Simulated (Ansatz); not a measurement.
# InSe: the cost of one run

Method: DFT PBE+D3(BJ), scalar-relativistic, plane waves, PAW, in Ansatz 0.2.0.

The COD entry's cell or inner coordinates are ideal or old and differ from later refinements, so a difference from it is no clean test against experiment.

1 further run of the same task is left out (set aside as unsound or not needed).

## (1) The system as given

It takes space group R3m (No. 160, trigonal). The conventional cell has a = 4.037 Å, b = 4.037 Å, c = 24.908 Å, α = 90.00°, β = 90.00°, γ = 120.00°. In (site symmetry 3m) is surrounded by 3 Se at 2.66 Å and 1 In at 2.79 Å. Se (site symmetry 3m) has 3 In at 2.66 Å as nearest neighbours.

As a file:

```
CELL_PARAMETERS angstrom
2.01849 1.16538 8.30272
-2.01849 1.16538 8.30272
0.00000 -2.33075 8.30272
ATOMIC_POSITIONS crystal
In 0.99961 0.99961 0.99961
In 0.11176 0.11176 0.11176
Se 0.61472 0.61472 0.61472
Se 0.82990 0.82990 0.82990
```

This cell was relaxed beforehand with the same method: volume 29.30 Å³/atom, gap on the mesh 0.30 eV.

## (2) Volume × 0.97

Contents of input.yaml:

```yaml
crystal:
  lattice:
    - [1.9980985573, 1.1536027399, 8.218845715]
    - [-1.9980985573, 1.1536027399, 8.218845715]
    - [0.0, -2.3072054798, 8.218845715]
  atoms:
    - { symbol: In, position: [-0.0003856652, -0.0003856652, -0.0003856652] }
    - { symbol: In, position: [0.1117587352, 0.1117587352, 0.1117587352] }
    - { symbol: Se, position: [0.6147242531, 0.6147242531, 0.6147242531] }
    - { symbol: Se, position: [0.829902677, 0.829902677, 0.829902677] }
basis:
  ecutwfc: 420
kpoints:
  mp_grid: { grid: [12, 12, 12] }
hamiltonian:
  xc: pbe
  dispersion: d3bj
scf:
  occupations: { method: gaussian, width: 0.02 }
output:
  forces: true
  stress: true
  eigenvalues: true
  write_density: true
  write_potential: true
  elf: true
  volumetric_format: npy
relax:
  adjacent_minimum: "off"
  f_tol: 0.01
  max_steps: 30
  cell: { stress_tol: 0.1, fix: [volume] }
```

On the command line:

```
> ansatz run input.yaml --threads 2 --pin off --max-ram 5120MiB --backend cpu --events-out ev --progress --plain --runs-dir out
```

**Question.** How long does this run take on 2 threads of an Arm CPU, shared host, and how much memory does it need?

About 3.2 min, with a peak of 0.8 GiB.
